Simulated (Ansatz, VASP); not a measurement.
## As in VASP and in Ansatz

```
CELL_PARAMETERS angstrom
-1.69023 1.69023 1.69023
1.69023 -1.69023 1.69023
1.69023 1.69023 -1.69023
ATOMIC_POSITIONS crystal
As 0.00000 0.00000 0.00000
```

Alike in both runs: functional revPBE; k mesh 13 × 13 × 13; occupations fermi-dirac, width 0.1 eV; no spin polarisation.

Ansatz relaxed the structure, and its values are those at the end. VASP's run is a single point on that final structure, the one shown.

|  | VASP | Ansatz |
| --- | --- | --- |
| version | VASP 6.6.1 | Ansatz 0.2.0 |
| potentials or method | VASP PAW PBE potentials, release 64 (As) | plane waves (420 eV) with PAW, scalar-relativistic |
| plane-wave cutoff (eV) | 520 | 420 |
| valence electrons in the cell | 5 | 15 |

|  | VASP | Ansatz | Ansatz less VASP |
| --- | --- | --- | --- |
| pressure (GPa) | 0.0 | 0.0 | -0.02 |

The functional is the same, so the differences come from potentials, cutoffs and numerics. The two sets of potentials don't hold the same shells in valence.

Caveats: the PAW data sets were made with another functional, which shifts forces and pressure a little (VASP).
